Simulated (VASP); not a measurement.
# Sc (I4/mmm) in VASP: notebook

One crystal, Sc, is run at these levels: LDA; tasks: single point.

Program: VASP 6.6.1. These are calculated values, not measurements. Logs are shortened: lines on timing, memory, paths and dates and some standing lists are left out, and cuts for length are marked.

## 1. The structure

It takes space group I4/mmm (No. 139, tetragonal). The conventional cell has a = 2.861 Å, b = 2.861 Å, c = 5.721 Å, α = 90.00°, β = 90.00°, γ = 90.00°. Sc (site symmetry 4/mmm) has 4 Sc at 2.86 Å as nearest neighbours.

This isn't the form of Sc at room conditions, which is hcp.

## 2. Single point, LDA

The input, INCAR:

```
ALGO = Fast
EDIFF = 1E-7
ENCUT = 520
ISIF = 2
ISMEAR = 0
LASPH = True
LCHARG = False
LREAL = False
LWAVE = False
NBANDS = 12
NELM = 80
PREC = Accurate
SIGMA = 0.15
```

The input, KPOINTS:

```
k-points
0
Gamma
  20 20 20
```

The input, POSCAR:

```
Sc
1.0
    0.0000000000      2.0228873710      2.8603627426
    2.0228873710      0.0000000000      2.8603627426
    2.0228873710      2.0228873710      0.0000000000
Sc
1
Direct
    0.0000000000      0.0000000000      0.0000000000
```

Potentials or basis: VASP PAW LDA potentials, release 64 (Sc_sv).

Started as:

```console
$ cat potpaw_LDA.64/Sc_sv/POTCAR > POTCAR
$ mpirun -np 1 vasp_std > vasp.out
```

OUTCAR:

```text
EDIFF = 1E-7
   ENCUT = 520
   ISIF = 2
   ISMEAR = 0
   LASPH = True
   LREAL = False
   NELM = 80
   PREC = Accurate

 ion  position               nearest neighbor table
   1  0.000  0.000  0.000-

  LATTYP: Found a body centered tetragonal cell.
 ALAT       =     2.8607947552
 C/A-ratio  =     1.9996979772

  Lattice vectors:

 A1 = (  -2.0228873710,   0.0000000000,   2.8603627426)
 A2 = (   2.0228873710,   0.0000000000,   2.8603627426)
 A3 = (   0.0000000000,   2.0228873710,  -2.8603627426)

Analysis of symmetry for initial positions (statically):
=====================================================================
 Subroutine PRICEL returns:
 Original cell was already a primitive cell.

 Routine SETGRP: Setting up the symmetry group for a
 body centered tetragonal supercell.

 Subroutine GETGRP returns: Found 16 space group operations
 (whereof 16 operations were pure point group operations)
 out of a pool of 16 trial point group operations.

The static configuration has the point symmetry D_4h.

Analysis of symmetry for dynamics (positions and initial velocities):
=====================================================================
 Subroutine PRICEL returns:
 Original cell was already a primitive cell.

 Routine SETGRP: Setting up the symmetry group for a
 body centered tetragonal supercell.

 Subroutine GETGRP returns: Found 16 space group operations
 (whereof 16 operations were pure point group operations)
 out of a pool of 16 trial point group operations.

The dynamic configuration has the point symmetry D_4h.

 Subroutine INISYM returns: Found 16 space group operations
 (whereof 16 operations are pure point group operations),
 and found     1 'primitive' translations

----------------------------------------------------------------------------------------

                                     Primitive cell

  volume of cell :      23.4096

  direct lattice vectors                    reciprocal lattice vectors
     0.000000000  2.022887371  2.860362743    -0.247171448  0.247171448  0.174803004
     2.022887371  0.000000000  2.860362743     0.247171448 -0.247171448  0.174803004
     2.022887371  2.022887371  0.000000000     0.247171448  0.247171448 -0.174803004

  length of vectors
     3.503390977  3.503390977  2.860794755     0.390824180  0.390824180  0.390824180

  position of ions in fractional coordinates (direct lattice)
     0.000000000  0.000000000  0.000000000

  ion indices of the primitive-cell ions
   primitive index   ion index
                 1           1

----------------------------------------------------------------------------------------

 KPOINTS: k-points

Automatic generation of k-mesh.
 Grid dimensions read from file:
 generate k-points for:   20   20   20

 Generating k-lattice:

  Cartesian coordinates                     Fractional coordinates (reciprocal lattice)
    -0.012358572  0.012358572  0.008740150     0.050000000 -0.000000000  0.000000000
     0.012358572 -0.012358572  0.008740150    -0.000000000  0.050000000  0.000000000
     0.012358572  0.012358572 -0.008740150     0.000000000  0.000000000  0.050000000

  Length of vectors
     0.019541209  0.019541209  0.019541209

  Shift w.r.t. Gamma in fractional coordinates (k-lattice)
     0.000000000  0.000000000  0.000000000

 Subroutine IBZKPT returns following result:
 ===========================================

 Found    641 irreducible k-points:

 Following reciprocal coordinates:
            Coordinates               Weight
  0.000000  0.000000  0.000000      1.000000
  0.050000 -0.000000  0.000000      8.000000
  0.100000 -0.000000  0.000000      8.000000
  0.150000  0.000000  0.000000      8.000000
  0.200000 -0.000000  0.000000      8.000000
  0.250000  0.000000  0.000000      8.000000
[... 16 lines left out ...]
 -0.400000  0.050000  0.000000      8.000000
 -0.350000  0.050000  0.000000      8.000000
 [... further k-points ...]
   k-points           NKPTS =    641   k-points in BZ     NKDIM =    641   number of bands    NBANDS=     12
   number of dos      NEDOS =    301   number of ions     NIONS =      1
   total plane-waves  NPLWV =  18816
   dimension x,y,z NGX =    28 NGY =   28 NGZ =   24
   dimension x,y,z NGXF=    56 NGYF=   56 NGZF=   48
   ions per type =               1
   NGX,Y,Z   is equivalent  to a cutoff of  13.29, 13.29, 13.95 a.u.
   NGXF,Y,Z  is equivalent  to a cutoff of  26.57, 26.57, 27.89 a.u.
 SYSTEM =  unknown system
   PREC   = accura    normal or accurate (medium, high low for compatibility)
   ISTART =      0    job   : 0-new  1-cont  2-samecut
   ICHARG =      2    charge: 1-file 2-atom 10-const
   ISPIN  =      1    spin polarized calculation?
   LNONCOLLINEAR =      F non collinear calculations
   LSORBIT =      F    spin-orbit coupling
   LASPH  =      T    aspherical Exc in radial PAW
   ENCUT  =  520.0 eV  38.22 Ry    6.18 a.u.   6.51  6.51  5.32*2*pi/ulx,y,z
   NELM   =     80;   NELMIN=  2; NELMDL= -5     # of ELM steps
   EDIFF  = 0.1E-06   stopping-criterion for ELM
   LREAL  =      F    real-space projection
   EDIFFG = 0.1E-05   stopping-criterion for IOM
   NSW    =      0    number of steps for IOM
   IBRION =     -1    ionic relax: 0-MD 1-quasi-New 2-CG
   NFREE  =      0    steps in history (QN), initial steepest desc. (CG)
   ISIF   =      2    stress and relaxation
   ISYM   =      2    0-nonsym 1-usesym 2-fastsym
   POTIM  = 0.5000    time-step for ionic-motion
   TEBEG  =    0.0;   TEEND  =   0.0 temperature during run
   PSTRESS=    0.0 pullay stress
   NELECT =      11.0000    total number of electrons
   NUPDOWN=      -1.0000    fix difference up-down
   EMIN   =  10.00;   EMAX   =-10.00  energy-range for DOS
   EFERMI =   0.00;   METHOD = LEGACY
   ISMEAR =     0;   SIGMA  =   0.15  broadening in eV -4-tet -1-fermi 0-gaus
   EFERMI_NEDOS =   21; number of points for ismear=-14 and -15
   IALGO  =     68    algorithm
   IMIX   =      4    mixing-type and parameters
     AMIX     =   0.40;   BMIX     =  1.00
     AMIX_MAG =   1.60;   BMIX_MAG =  1.00
  volume/ion in A,a.u.               =      23.41       157.98
  Fermi-wavevector in a.u.,A,eV,Ry     =   1.272744  2.405136 22.039751  1.619876
  Thomas-Fermi vector in A             =   2.405605
   LORBIT       =      0    0 simple, 1 ext, 2 COOP (PROOUT), +10 PAW based schemes
   GGA     = CA    functional components
   LHFCALC =     F    Hartree Fock is set to
   AEXX    =    0.0000 exact exchange contribution
   IVDW    =     0    specifies the selected vdW correction
   LEPSILON=     F    determine dielectric tensor
   LRPA    =     F    only Hartree local field effects (RPA)
 non-spin polarized calculation
 RMM-DIIS sequential band-by-band and
 Gauss-broadening in eV      SIGMA  =   0.15
  energy-cutoff  :      520.00
  volume of cell :       23.41
 maximum number of plane-waves:       656
 NGX is ok and might be reduce to    28

 number of electron      11.0000001 magnetization

 Free energy of the ion-electron system (eV)
  ---------------------------------------------------
  ext. energy  EPLUGINS =         0.00000000
  ---------------------------------------------------
  free energy    TOTEN  =        -6.45889312 eV

  energy without entropy =       -6.43620664  energy(sigma->0) =       -6.44754988

 E-fermi :   3.7425     XC(G=0): -10.3370

 val. band max:        3.7401359499   @ k =  -0.3000   0.1500   0.0500
 cond. band min:       3.7439463284   @ k =  -0.3000   0.0500   0.3000
 fundamental gap:      0.0038103786
 Fermi energy:         3.7424541480

 k-point     1 :       0.0000    0.0000    0.0000
  band No.  band energies     occupation
      1     -45.0390      2.00000
      2     -23.7820      2.00000
      3     -23.6433      2.00000
      4     -23.6433      2.00000
      5      -1.3484      2.00000
      6       3.8397      0.35919
      7       4.7798      0.00000
      8       6.5565      0.00000
      9       6.5565      0.00000
     10       8.0012      0.00000
     11      15.9983      0.00000
     12      18.1851      0.00000

 k-point     2 :       0.0500   -0.0000    0.0000
  band No.  band energies     occupation
      1     -45.0362      2.00000
      2     -23.7833      2.00000
      3     -23.6622      2.00000
      4     -23.6422      2.00000
      5      -1.2777      2.00000
      6       3.8723      0.22078
      7       4.8004      0.00000
      8       6.4746      0.00000
      9       6.5768      0.00000
     10       7.9554      0.00000
     11      16.0544      0.00000
     12      18.1896      0.00000

 k-point     3 :       0.1000   -0.0000    0.0000
  band No.  band energies     occupation
      1     -45.0281      2.00000
      2     -23.7880      2.00000
      3     -23.7159      2.00000
      4     -23.6390      2.00000
      5      -1.0695      2.00000
      6       3.9602      0.04012
      7       4.8592      0.00000
      8       6.2620      0.00000
      9       6.6353      0.00000
     10       7.8264      0.00000
     11      16.1794      0.00000
     12      18.0902      0.00000
[... 286 lines left out ...]
 k-point    23 :      -0.4000    0.0500    0.0000
  band No.  band energies     occupation
      1     -44.9271      2.00000
      2     -24.3695      2.00000
      3     -23.8159      2.00000
      4     -23.5982      2.00000
      5       2.0225      2.00000
      6       4.0169      0.00967
      7       4.4623      0.00000
      8       6.3429      0.00000
      9       7.5338      0.00000
     10       7.6548      0.00000
     11      11.7574      0.00000
     12      13.7372      0.00000

 k-point    24 :      -0.3500    0.0500    0.0000
  band No.  band energies     occupation
      1     -44.9361      2.00000
      2     -24.3174      2.00000
      3     -23.8084      2.00000
      4     -23.6008      2.00000
      5       1.6878      2.00000
      6       3.9987      0.01568
      7       4.4699      0.00000
      8       6.4446      0.00000
      9       7.3652      0.00000
     10       7.4287      0.00000
     11      12.4155      0.00000
     12      14.2720      0.00000

 [... further k-points ...]
[... 5 lines left out ...]
  --------------------------------------------------------------------------------------
  -------------------------------------------------------------------------------------
  Total        0.4035958      0.4035958     -1.8037450      0.0000000     -0.0000000     -0.0000000
  in kB       27.6224837     27.6224837   -123.4500344      0.0000000     -0.0000000     -0.0000000
  external PRESSURE =     -22.7350223 kB  Pullay stress =       0.0000000 kB

 VOLUME and BASIS-vectors are now :
 -----------------------------------------------------------------------------
  energy-cutoff  :      520.00
  volume of cell :       23.41
      direct lattice vectors                 reciprocal lattice vectors
     0.000000000  2.022887371  2.860362743    -0.247171448  0.247171448  0.174803004
     2.022887371  0.000000000  2.860362743     0.247171448 -0.247171448  0.174803004
     2.022887371  2.022887371  0.000000000     0.247171448  0.247171448 -0.174803004

 POSITION                                       TOTAL-FORCE (eV/Angst)
 -----------------------------------------------------------------------------------
      0.00000      0.00000      0.00000         0.000000     -0.000000     -0.000000
 -----------------------------------------------------------------------------------
    total drift:                                0.000000     -0.000000     -0.000000

  FREE ENERGIE OF THE ION-ELECTRON SYSTEM (eV)
  ---------------------------------------------------
  free  energy   TOTEN  =        -6.4588931202 eV

  energy  without entropy=       -6.4362066390  energy(sigma->0) =       -6.44754988
```

It took 2 min on 1 thread of Intel Xeon Platinum 8488C (Sapphire Rapids), shared host; peak memory 0.28 GiB.

What came out:

```yaml
Free_energy: -6.4589 eV
Pressure: -2.3 GPa
Band_gap_on_the_k_mesh: none (metal or under the smearing width)
```

## 3. Single point, LDA

This run uses another cell than the first one, of the same volume but with other edges.

The input, INCAR:

```
PREC = Accurate
ENCUT = 520
EDIFF = 1E-6
ISMEAR = 0
SIGMA = 0.15
LREAL = F
LASPH = T
NELM = 100
ALGO = Fast
ISIF = 2
LWAVE = F
LCHARG = T
GGA = CA
LELF = T
LVHAR = T
NBANDS = 12
```

The input, KPOINTS:

```
Automatic mesh
0
Gamma
  20 20 20
```

The input, POSCAR:

```
Sc
1.0
    0.0000000000      2.3968923594      2.0373585055
    2.3968923594      0.0000000000      2.0373585055
    2.3968923594      2.3968923594      0.0000000000
Sc
1
Direct
    0.0000000000      0.0000000000      0.0000000000
```

Potentials or basis: VASP PAW LDA potentials, release 64 (Sc_sv).

Started as:

```console
$ cat potpaw_LDA.64/Sc_sv/POTCAR > POTCAR
$ mpirun -np 1 vasp_std > vasp.out
```

OUTCAR:

```text
PREC = Accurate
   ENCUT = 520
   EDIFF = 1E-6
   ISMEAR = 0
   LREAL = F
   LASPH = T
   NELM = 100
   ISIF = 2
   GGA = CA

 ion  position               nearest neighbor table
   1  0.000  0.000  0.000-

  LATTYP: Found a body centered tetragonal cell.
 ALAT       =     3.3897176822
 C/A-ratio  =     1.2020815280

  Lattice vectors:

 A1 = (   0.0000000000,  -2.3968923594,  -2.0373585055)
 A2 = (   0.0000000000,   2.3968923594,  -2.0373585055)
 A3 = (   2.3968923594,   0.0000000000,   2.0373585055)

Analysis of symmetry for initial positions (statically):
=====================================================================
 Subroutine PRICEL returns:
 Original cell was already a primitive cell.

 Routine SETGRP: Setting up the symmetry group for a
 body centered tetragonal supercell.

 Subroutine GETGRP returns: Found 16 space group operations
 (whereof 16 operations were pure point group operations)
 out of a pool of 16 trial point group operations.

The static configuration has the point symmetry D_4h.

Analysis of symmetry for dynamics (positions and initial velocities):
[... 161 lines left out ...]
 val. band max:        3.8489759732   @ k =  -0.3000   0.3000   0.0000
 cond. band min:       3.8546381854   @ k =  -0.2500   0.2500   0.5000
 fundamental gap:      0.0056622122
 Fermi energy:         3.8494924748

 k-point     1 :       0.0000    0.0000    0.0000
  band No.  band energies     occupation
      1     -44.8932      2.00000
      2     -23.6076      2.00000
      3     -23.6076      2.00000
      4     -23.6046      2.00000
      5      -1.4026      2.00000
      6       5.1962      0.00000
      7       5.1962      0.00000
      8       6.1491      0.00000
      9       6.1776      0.00000
     10       7.2504      0.00000
     11      17.0815      0.00000
     12      19.3426      0.00000
[... 331 lines left out ...]
 k-point    24 :      -0.3500    0.0500    0.0000
  band No.  band energies     occupation
      1     -44.8261      2.00000
      2     -24.0072      2.00000
      3     -23.7009      2.00000
      4     -23.6323      2.00000
      5       1.3409      2.00000
      6       4.2434      0.00020
      7       4.8931      0.00000
      8       5.9925      0.00000
      9       7.4257      0.00000
     10       7.4725      0.00000
     11      12.5753      0.00000
     12      16.3397      0.00000

 [... further k-points ...]
[... 5 lines left out ...]
  --------------------------------------------------------------------------------------
  -------------------------------------------------------------------------------------
  Total       -0.4956336     -0.4956336     -0.0032048      0.0000000      0.0000000      0.0000000
  in kB      -33.9216404    -33.9216404     -0.2193414      0.0000000      0.0000000      0.0000000
  external PRESSURE =     -22.6875407 kB  Pullay stress =       0.0000000 kB

 VOLUME and BASIS-vectors are now :
 -----------------------------------------------------------------------------
  energy-cutoff  :      520.00
  volume of cell :       23.41
      direct lattice vectors                 reciprocal lattice vectors
     0.000000000  2.396892359  2.037358505    -0.208603444  0.208603444  0.245415816
     2.396892359  0.000000000  2.037358505     0.208603444 -0.208603444  0.245415816
     2.396892359  2.396892359  0.000000000     0.208603444  0.208603444 -0.245415816

 POSITION                                       TOTAL-FORCE (eV/Angst)
 -----------------------------------------------------------------------------------
      0.00000      0.00000      0.00000         0.000000      0.000000      0.000000
 -----------------------------------------------------------------------------------
    total drift:                               -0.000000     -0.000000     -0.000000

  FREE ENERGIE OF THE ION-ELECTRON SYSTEM (eV)
  ---------------------------------------------------
  free  energy   TOTEN  =        -6.6553705754 eV

  energy  without entropy=       -6.6328628380  energy(sigma->0) =       -6.64411671
```

OSZICAR:

```text
N       E                     dE             d eps       ncg     rms          rms(c)
DAV:   1     0.741066453950E+02    0.74107E+02   -0.50474E+03 15456   0.922E+02
DAV:   2    -0.576235772843E+01   -0.79869E+02   -0.78148E+02 15420   0.293E+02
DAV:   3    -0.732127926279E+01   -0.15589E+01   -0.15266E+01 21632   0.558E+01
DAV:   4    -0.734206719034E+01   -0.20788E-01   -0.20769E-01 20864   0.466E+00
DAV:   5    -0.734227453322E+01   -0.20734E-03   -0.20734E-03 20180   0.385E-01    0.557E+00
RMM:   6    -0.671688438316E+01    0.62539E+00   -0.61400E-01 16851   0.109E+01    0.165E+00
RMM:   7    -0.666278030748E+01    0.54104E-01   -0.63257E-01 21782   0.630E+00    0.635E-01
RMM:   8    -0.665596759280E+01    0.68127E-02   -0.26735E-02 17647   0.286E+00    0.361E-01
RMM:   9    -0.665561413101E+01    0.35346E-03   -0.10206E-02 22829   0.768E-01    0.772E-02
RMM:  10    -0.665536835476E+01    0.24578E-03   -0.65997E-04 21740   0.316E-01    0.248E-02
RMM:  11    -0.665536958019E+01   -0.12254E-05   -0.12494E-04 22644   0.109E-01    0.462E-03
RMM:  12    -0.665537057538E+01   -0.99519E-06   -0.96876E-06 18040   0.453E-02
   1 F= -.66553706E+01 E0= -.66441167E+01  d E =-.225077E-01
```

stdout:

```text
POSCAR found type information on POSCAR Sc
 POSCAR found :  1 types and       1 ions
 scaLAPACK will be used
 LDA part: xc-table for (Slater(with rela. corr.)+CA(PZ))
 , standard interpolation
 POSCAR, INCAR and KPOINTS ok, starting setup
 FFT: planning ... GRIDC
 FFT: planning ... GRID_SOFT
 FFT: planning ... GRID
 WAVECAR not read
 entering main loop
```

Run time: 76 s. Hardware: 1 thread of Intel Xeon Platinum 8488C (Sapphire Rapids), shared host; peak memory 0.27 GiB.

What came out:

```
Free energy            : -6.6554 eV
Pressure               : -2.3 GPa
Band gap on the k mesh : none (metal or under the smearing width)
```

## 4. Single point, LDA

This run uses another cell than the first one, of the same volume but with other edges.

The input, INCAR:

```
ALGO     = Fast           # electronic algorithm
EDIFF    = 1E-7           # SCF threshold, eV
ENCUT    = 520            # plane-wave cutoff, eV
GGA      = CA             # functional
ISIF     = 2              # what is computed and relaxed
ISMEAR   = 0              # smearing method
LASPH    = True           # aspherical terms in the spheres
LCHARG   = False          # write CHGCAR
LREAL    = False          # projectors in reciprocal space
LWAVE    = False          # write WAVECAR
NBANDS   = 12             # bands
NELM     = 80             # most SCF steps
PREC     = Accurate       # precision mode
SIGMA    = 0.15           # smearing width, eV
```

The input, KPOINTS:

```
k-points
0
Gamma
  20 20 20
```

The input, POSCAR:

```
Sc
1.0
    0.0000000000      2.4665502751      1.9239092146
    2.4665502751      0.0000000000      1.9239092146
    2.4665502751      2.4665502751      0.0000000000
Sc
1
Direct
    0.0000000000      0.0000000000      0.0000000000
```

Started as:

```console
$ cat potpaw_LDA.64/Sc_sv/POTCAR > POTCAR
$ mpirun -np 1 vasp_std > vasp.out
```

Run time: 91 s. Hardware: 1 thread of Intel Xeon Platinum 8488C (Sapphire Rapids), shared host; peak memory 0.27 GiB.

It converged, with:

```yaml
Free_energy: -6.6273 eV
Pressure: -2.0 GPa
Band_gap_on_the_k_mesh: none (metal or under the smearing width)
```

Stress tensor (GPa, compression positive):
```
-2.92  0.00  0.00
 0.00 -2.92  0.00
 0.00  0.00 -0.04
```

Levels at points of the mesh, in eV from the Fermi level:
```
           k point  band 1  band 2  band 3  band 4  band 5  band 6  band 7  band 8  band 9  band 10
(0.00, 0.00, 0.00)  -48.80  -27.51  -27.51  -27.51   -5.27    1.33    1.33    1.90    2.64     3.30
(0.50, 0.00, 0.00)  -48.71  -28.00  -27.64  -27.51   -1.87    0.51    0.52    2.56    3.45     4.34
(0.50, 0.50, 0.00)  -48.66  -27.90  -27.81  -27.81   -1.44   -1.18    4.01    4.16    4.16     5.09
(0.50, 0.00, 0.50)  -48.71  -27.98  -27.68  -27.54   -1.80   -0.21    1.03    3.44    3.58     4.47
```
